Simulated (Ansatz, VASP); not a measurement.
## KBr: VASP beside Ansatz

```xyz
2
Lattice="0.0000 3.2945 3.2945 3.2945 0.0000 3.2945 3.2945 3.2945 0.0000" Properties=species:S:1:pos:R:3 pbc="T T T"
K     0.0000    0.0000    0.0000
Br    3.2945    3.2945    3.2945
```

The cell is a database's computed one.

Alike in both runs: task relaxation of cell and atoms; functional r2SCAN; k mesh 6 × 6 × 6; occupations gaussian, width 0.02 eV; no spin polarisation.

```csv
,VASP,Ansatz
version,VASP 6.6.1,Ansatz 0.2.0
potentials or method,"VASP PAW PBE potentials, release 64 (K_sv, Br)","scalar-relativistic, plane waves, PAW"
plane-wave cutoff (eV),600,500
valence electrons in the cell,16,16
```

VASP gave:

```
gap on the k mesh at the Fermi level, each at its own relaxed structure (eV) : 5.07
relaxed volume (Å³/atom)                                                     : 36.11
relaxed cell length with the largest relative difference (Å)                 : 4.675
```

Task: What did Ansatz give for the same quantities?

Result: gap on the k mesh at the Fermi level, each at its own relaxed structure (eV): 5.07; relaxed volume (Å³/atom): 36.08; relaxed cell length with the largest relative difference (Å): 4.673.

Caveats: the PAW data sets were made with another functional, which shifts forces and pressure a little (VASP). r2SCAN opens gaps a little over a GGA but as a rule still falls short of measured ones.
